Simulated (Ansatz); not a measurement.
**AlRu under changes of volume**

One of the cells (13.387 Å³/atom); the others are scaled copies at fixed shape and fractional positions:

```xyz
2
Lattice="2.9916 0.0000 0.0000 0.0000 2.9916 0.0000 0.0000 0.0000 2.9916" Properties=species:S:1:pos:R:3 pbc="T T T"
Ru    1.4958    1.4958    1.4958
Al    0.0000    0.0000    0.0000
```

```yaml
Program: Ansatz 0.2.0
Functional: PBE
Potentials_or_basis: all-electron LAPW, scalar-relativistic
Cutoff: 261 eV (chosen from the basis error)
Basis_error_allowed: 0.0005 eV/atom
k_mesh: 9 × 9 × 9
Occupations: fermi-dirac, width 0.05 eV
Spin: no spin polarisation
```

```csv
volume (Å³/atom),energy over the lowest point (meV/atom),pressure (GPa)
12.584,48.74,17.7
12.851,24.10,12.1
13.119,?,?
13.387,0.58,2.5
13.655,0.00,-1.6
13.922,5.86,-5.2
14.190,17.52,-8.5
```

Problem. What does the run at 13.119 Å³/atom give?

Solution. Energy over the lowest point 8.35 meV/atom; pressure 7.0 GPa.

Worked out: A Birch-Murnaghan fit of order 3 (a polynomial in V^(-2/3)) to the other rows has its minimum at 13.54 Å³/atom with B0 = V·E''(V) = 204 GPa and B' = 4.5. It gives 8.32 meV/atom at 13.119 Å³/atom, against the run's 8.35, and -dE/dV = 6.9 GPa, against 7.0.

Energies are extrapolated to zero smearing.
